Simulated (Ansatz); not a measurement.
## Trial inputs on Hg

The reference input for Ansatz (plane-wave DFT with PAW):

```yaml
crystal:
  lattice:
    - [0.0, 2.3919113801, 2.3919113801]
    - [2.3919113801, 0.0, 2.3919113801]
    - [2.3919113801, 2.3919113801, 0.0]
  atoms:
    - { symbol: Hg, position: [0.0, 0.0, 0.0] }
basis:
  ecutwfc: 420
kpoints:
  mp_grid: { grid: [8, 8, 8] }
hamiltonian:
  xc: pbe
scf:
  occupations: { method: gaussian, width: 0.1 }
output:
  forces: true
  stress: true
  eigenvalues: true
```

Command:

```bash
ansatz run input.yaml --threads 1 --pin off --max-ram 1331MiB --backend cpu --events-out ev --progress --plain --runs-dir out
```

The run converges in 6 SCF iterations on 29 irreducible k-points: pressure 1.78 GPa, no gap.

These settings were drawn at random to show what each does; none of the numbers is a converged property of the crystal. Each trial's input is given as a difference from the reference's; energies are extrapolated to zero smearing where there is one, and pressure is positive in compression. Charged cells sit in a uniform background, and their pressures hang on that convention.

Trial 1:

```diff
 crystal:
+  symmetry: { detect: true }
 basis:
-  ecutwfc: 420
+  ecutwfc: "10 Ha"
+  ecutrho_ratio: 3
```

The run converges in 6 SCF iterations on 29 irreducible k-points: energy 512 meV per atom above the reference, pressure 2.43 GPa, no gap. It warns that the cutoff lies under the recommended one, 420 eV for these potentials.

Trial 2 (the one atom moved, which only shifts the crystal as a whole):

```diff
 crystal:
   atoms:
-    - { symbol: Hg, position: [0.0, 0.0, 0.0] }
+    - { symbol: Hg, position: [0.058447232, 0.0179695411, -0.1112726612] }
+total_charge: 0.25
 kpoints:
-  mp_grid: { grid: [8, 8, 8] }
+  mp_grid: { grid: [2, 2, 2], shift: [0.25, 0.25, 0.25] }
 scf:
+  convergence: { dr2_threshold: "1e-9 eV" }
 output:
+  optics: { e_range: [0, 10], sigma: 0.2 }
```

The run converges in 8 SCF iterations on 4 irreducible k-points: pressure 4.69 GPa (with the neutralising background of the charged cell), no gap. It warns that optics were asked on partly filled bands; that the SCF threshold is loose for the stress; that the mesh lowers the symmetry.

Trial 3:

```diff
 scf:
-  occupations: { method: gaussian, width: 0.1 }
+  occupations: { method: fermi_dirac, width: 0.014 }
+  algorithm: direct_min
+  convergence: { dr2_threshold: "1e-3 eV" }
+  max_iter: 54
 output:
+  dos: { method: smearing }
```

The run converges in 2 SCF iterations on 29 irreducible k-points: energy 0.29 meV per atom above the reference, pressure 1.79 GPa, no gap. It warns that the SCF threshold is loose for the forces; that not every printed level is settled; that the SCF threshold is loose for the stress.

Trial 4:

```diff
 kpoints:
+  band_path: { path: [[0, 0, 0], [0.5, 0, 0], [0.5, 0.5, 0.5]], npoints: 8 }
 hamiltonian:
+  hubbard: { sites: [{ species: Hg, l: d, u: 8.5, j: 0.63 }] }
 scf:
+  max_iter: 300
```

The run converges in 6 SCF iterations on 29 irreducible k-points: pressure 2.82 GPa, no gap. It warns that the count of filled bands differs between k-points. Under a U the state reached may not be the lowest.

Trial 5:

```diff
 basis:
-  ecutwfc: 420
+  ecutwfc: 60
 hamiltonian:
-  xc: pbe
+  xc: r2scan
 scf:
-  occupations: { method: gaussian, width: 0.1 }
+  occupations: { method: tetrahedron_uncorrected }
+  n_extra_bands: 8
+  mixing: { ndim: 3 }
+  sigma: 0.05
+  max_iter: 84
```

The program refuses the input:

```text
Error: YAML parse error: error: line 18 column 3: unknown field `sigma`, expected one of max_iter, algorithm, n_extra_bands, self_checks, convergence, lower_state_search, omitted_lower_state_checks, lower_solution_reach, mixing, occupations, eigensolver, initial_density, exx
```

Next try, without the unknown key:

```diff
 scf:
-  sigma: 0.05
```

The run converges in 10 SCF iterations on 29 irreducible k-points: pressure -262 GPa (unreliable at so low a cutoff), gap on the sampled k-points 0.53 eV (the reference is a metal, so it comes from the sampling or the changed settings). It warns that the printed bands weren't solved further after the SCF; that the cutoff lies under the recommended one, 500 eV for these potentials.

Trial 6 (volume scaled):

```diff
 crystal:
   lattice:
-    - [0.0, 2.3919113801, 2.3919113801]
-    - [2.3919113801, 0.0, 2.3919113801]
-    - [2.3919113801, 2.3919113801, 0.0]
+    - [0.0, 2.246966488, 2.246966488]
+    - [2.246966488, 0.0, 2.246966488]
+    - [2.246966488, 2.246966488, 0.0]
 scf:
-  occupations: { method: gaussian, width: 0.1 }
+  occupations: { method: methfessel_paxton, width: 0.0064 }
```

The run converges in 4 SCF iterations on 29 irreducible k-points: energy 95.3 meV per atom above the reference, pressure 6.51 GPa, no gap.